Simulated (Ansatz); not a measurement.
Clamped-ion strain scan in BiTe

Theory: DFT r2SCAN, scalar-relativistic, plane waves, PAW in Ansatz 0.2.0. The runs took a 500 eV cutoff, a Γ-centred 16×16×16 mesh and Gaussian smearing (0.15 eV). Spin–orbit coupling is left out, which can shift energies with elements as heavy as these. No spin polarisation. Energies are free energies at this smearing, counted from the undisturbed cell; pressure is positive in compression.

The undisturbed cell (relaxed at this level; with this scan's settings it stands at 0.1 GPa; it needn't be the usual structure):

```
Bi Te
1.0
     0.00000    3.23327    3.23327
     3.23327    0.00000    3.23327
     3.23327    3.23327    0.00000
Bi Te
1 1
Direct
  0.00000 0.00000 0.00000
  0.50000 0.50000 0.50000
```

The cell is strained by ε times the Voigt pattern (0, 0, 0, 0, 0, 1) (xx, yy, zz, yz, xz, xy; engineering shear) with fractional coordinates fixed. The cell is metallic on the mesh throughout.

```
      ε  ΔE (meV/atom) stress summed along the pattern (GPa, tension positive) pressure (GPa)
-0.0600           -0.1                                                   0.0206             0.0
-0.0300            0.0                                                        ?             0.1
 0.0000            0.0                                                   0.0000             0.1
 0.0150            0.0                                                  -0.0063             0.1
 0.0450           -0.1                                                  -0.0121             0.0
```

All sampled points lie below the start, which is a maximum along this line.

Question: Give the withheld values.

Answer: stress summed along the pattern (GPa, tension positive) at ε = -0.0300: 0.0091.

Cost: 5 runs of about 12 core-minutes in all, on Intel Xeon Processor @ 2.50GHz (Skylake/Cascade Lake) (shared hosts).